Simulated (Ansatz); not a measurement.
Here is the system:

Starting cell, CsPbI3 (cubic perovskite):

```xyz
5
Lattice="6.3905 0.0000 0.0000 0.0000 6.3905 0.0000 0.0000 0.0000 6.3905" Properties=species:S:1:pos:R:3 pbc="T T T"
Cs     0.0000     0.0000     0.0000
Pb     3.1952     3.1952     3.1952
I      0.0000     3.1952     3.1952
I      3.1952     3.1952     0.0000
I      3.1952     0.0000     3.1952
```

In this cell atom 4 (I, nearest neighbour Pb at 3.195 Å; its periodic images, 6.4 Å or more away, move with it) is moved by s along Cartesian [110], unit vector (0.707, 0.707, 0.000); all other atoms and the cell stay fixed.

Computed with PBE (plane waves to 420 eV, PAW, scalar-relativistic; Ansatz, a quantum-chemistry and plane-wave program). k mesh 4×4×4 (Γ-centred), Fermi-Dirac smearing 0.05 eV. E stands for the smeared free energy. On this mesh the relaxed cell isn't quite at rest: it carries a pressure of 0.1 GPa (compression positive) at the zero of the scan. CsPbI3 was relaxed with its symmetry unable to fall. Spin-orbit coupling is left out, though I and Pb are heavy. This is a high-temperature form of CsPbI3. The zero of ΔE is the undisplaced structure.

The scan covers s from -0.960 to 0.960 Å in 11 points.

Q: Is the energy the same for equal positive and negative displacements?

A: Even: the same for both signs. With its periodic images moving along, the atom's site symmetry in this cell is 4/mmm.

Q: What force acts on the atom along the line at s = -0.960 Å?

A: 0.686 eV/Å.

Q: What is the energy change at s = 0.960 Å?

A: 181.0 meV/cell.

(A displaced cell: forces are minus the slopes of the energy, force constants its curvatures, and phonons follow from these.)
